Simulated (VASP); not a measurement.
Wanted: the native input for a VASP 6.6.1 run.

```
Task                   : relaxation of shape and atoms at fixed volume
Functional             : PBE
Potentials or basis    : VASP PAW PBE potentials, release 64 (Ru)
Cutoff                 : 300 eV
k mesh                 : 8 × 8 × 5
Occupations            : methfessel-paxton, width 0.1 eV
Spin                   : no spin polarisation
Further INCAR settings : ALGO = Normal; EDIFF = 1e-07; IBRION = 2; EDIFFG = -0.01; NSW = 40; ISIF = 4
```

The structure of Ru lies in POSCAR:

```
Ru                                      
1.0
    2.6748085969      0.0000000000      0.0000000000
   -1.3374042984      2.3164521952      0.0000000000
    0.0000000000      0.0000000000      4.2178916017
  Ru            
     2
Direct
     0.3333333332999970    0.6666666667000030    0.2500000000000000
     0.6666666667000030    0.3333333332999970    0.7500000000000000
```

The cell isn't the ideal one: a relaxed cell with its volume scaled by 0.96.

These files were run (other wordings do the same):

INCAR

```
ALGO     = Normal         # electronic algorithm
EDIFF    = 1E-7           # SCF threshold, eV
EDIFFG   = -0.01          # ionic threshold
ENCUT    = 300            # plane-wave cutoff, eV
GGA      = PE             # functional
IBRION   = 2              # ionic algorithm
ISIF     = 4              # what is computed and relaxed
ISMEAR   = 1              # smearing method
LASPH    = True           # aspherical terms in the spheres
LCHARG   = False          # write CHGCAR
LREAL    = False          # projectors in reciprocal space
LWAVE    = False          # write WAVECAR
NELM     = 80             # most SCF steps
NSW      = 40             # ionic steps
PREC     = Accurate       # precision mode
SIGMA    = 0.1            # smearing width, eV
```

KPOINTS

```
k-points
0
Gamma
  8 8 5
```

Potentials or basis: VASP PAW PBE potentials, release 64 (Ru).

The run is started by

```sh
$ cat potpaw_PBE.64/Ru/POTCAR > POTCAR
$ mpirun -np 1 vasp_std > vasp.out
```

It gave:

```yaml
Energy_gained_by_relaxing: 0.0 meV/atom
Ionic_steps: 3
Pressure_after_relaxing: 14.5 GPa
Band_gap_on_the_k_mesh: none (metal or under the smearing width)
```

It took 11 s on 1 thread of Intel(R) Xeon(R) Platinum 8259CL CPU @ 2.50GHz (Skylake/Cascade Lake), with other jobs on the host, peak memory 0.11 GiB.
